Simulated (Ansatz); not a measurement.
NaF (CsCl type) under strain

NaF in the CsCl-type structure, relaxed with r2SCAN in the plane-wave code Ansatz. The symmetry is Pm-3m (No. 221, cubic); conventional cell a = 2.793 Å, 10.90 Å³ an atom. Around Na lie 8 F at 2.42 Å; around F lie 8 Na at 2.42 Å.

The axes x, y and z are those of this cell:
```
Na F
1.0
     2.79349    0.00000    0.00000
     0.00000    2.79349    0.00000
     0.00000    0.00000    2.79349
Na F
1 1
Direct
  0.00000 0.00000 0.00000
  0.50000 0.50000 0.50000
```

Unstrained: With PBE the valence top lies at M and the conduction bottom at Γ, 6.128 eV higher; the smallest vertical gap, at Γ, is 6.466 eV. r2SCAN gives an indirect gap of 7.058 eV, from M to Γ; the least direct gap is 7.398 eV at Γ. The HSE06 gap is indirect, 8.331 eV (M to Γ), below the direct gap of 8.683 eV at Γ. Meshes: PBE 10×10×10, r2SCAN 10×10×10, HSE06 6×6×6. Strains are changes of length per length. After each strain the atoms were relaxed again with r2SCAN within the symmetry that the strain leaves, so tilts or polar shifts that break it weren't tested; points keep the names that they have in the unstrained zone. Values at 0 K without nuclear motion; spin polarisation is off, and the phase may be a hypothetical one.

Changes of the least gap in eV (an overlap counts as a negative gap):
```csv
strain,volume change (%),space group,PBE,r2SCAN,HSE06,"energy rise, r2SCAN (meV/atom)"
"epitaxial +3.14 % in the plane normal to [111], free normal strain -3.78 %",+2.4,R-3m,-0.135,-0.145,-0.148,2.9
uniaxial +1.47 % along x,+1.5,P4/mmm,-0.123,-0.128,-0.131,1.3
isotropic +2.38 % on every length,+7.3,Pm-3m,-0.440,-0.461,-0.482,9.5
```

Epitaxial +3.14 % in the plane normal to [111], free normal strain -3.78 %. HSE06: the gap goes from 8.331 to 8.183 eV (-0.148 eV). Stress change with r2SCAN, compression positive: xx -0.94, yy -0.94, zz -0.94, xy +0.50, xz +0.50, yz +0.50 GPa.

Uniaxial +1.47 % along x, other directions held. HSE06: the gap goes from 8.331 to 8.200 eV (-0.131 eV). Stress change with r2SCAN, compression positive: xx -2.48, yy -0.01, zz -0.01 GPa.

Isotropic +2.38 % on every length. HSE06: the gap goes from 8.331 to 7.849 eV (-0.482 eV). Stress change with r2SCAN, compression positive: xx -3.58, yy -3.58, zz -3.58 GPa. For HSE06, dE_g/d ln V = -6.8 eV over this step.

The meshes of the hybrids are coarse, so their gaps aren't converged to the digits shown.
